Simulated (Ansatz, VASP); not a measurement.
# CdF2 in VASP and in Ansatz

File INCAR:

```
SYSTEM = CdF2
PREC = Accurate ; ENCUT = 520
EDIFF = 1E-7 ; ISMEAR = 0
SIGMA = 0.02 ; LREAL = .FALSE.
LASPH = .TRUE. ; NELM = 80
ALGO = Normal ; ISIF = 2
LWAVE = .FALSE. ; LCHARG = .FALSE.
GGA = PE ; IVDW = 12
NBANDS = 20
```

File KPOINTS:

```
Automatic mesh
0
G
  8 8 8
  0 0 0
```

File POSCAR:

```
CdF2
1.0
    0.0000000000      2.7756316994      2.7756316994
    2.7756316994      0.0000000000      2.7756316994
    2.7756316994      2.7756316994      0.0000000000
Cd F
1 2
Direct
    0.0000000000      0.0000000000      0.0000000000
    0.2500000000      0.2500000000      0.2500000000
    0.7500000000      0.7500000000      0.7500000000
```

Input for Ansatz:

```yaml
crystal:
  lattice:
    - [0.0, 2.7756316994, 2.7756316994]
    - [2.7756316994, 0.0, 2.7756316994]
    - [2.7756316994, 2.7756316994, 0.0]
  atoms:
    - { symbol: Cd, position: [0.0, 0.0, 0.0] }
    - { symbol: F, position: [0.25, 0.25, 0.25] }
    - { symbol: F, position: [0.75, 0.75, 0.75] }
basis:
  ecutwfc: 420
kpoints:
  mp_grid: { grid: [8, 8, 8] }
hamiltonian:
  xc: pbe
  dispersion: d3bj
scf:
  occupations: { method: gaussian, width: 0.02 }
output:
  forces: true
  stress: true
  eigenvalues: true
```

Alike in both runs: task single point; functional PBE; dispersion D3(BJ); k mesh 8 × 8 × 8; occupations gaussian, width 0.02 eV; no spin polarisation.

|  | VASP | Ansatz |
| --- | --- | --- |
| version | VASP 6.6.1 | Ansatz 0.2.0 |
| potentials or method | VASP PAW PBE potentials, release 64 (Cd, F) | scalar-relativistic, plane waves, PAW |
| plane-wave cutoff (eV) | 520 | 420 |
| valence electrons in the cell | 26 | 34 |

```tsv
	VASP	Ansatz	Ansatz less VASP
gap on the k mesh at the Fermi level (eV)	2.75	2.78	+0.028
least direct gap on the mesh (eV)	3.35	3.37	+0.028
pressure (GPa)	-4.6	-5.0	-0.40
```

The two sets of potentials don't hold the same shells in valence.

A k mesh can miss the band edges. A hybrid or GW would open this gap; PBE tends to underestimate it.
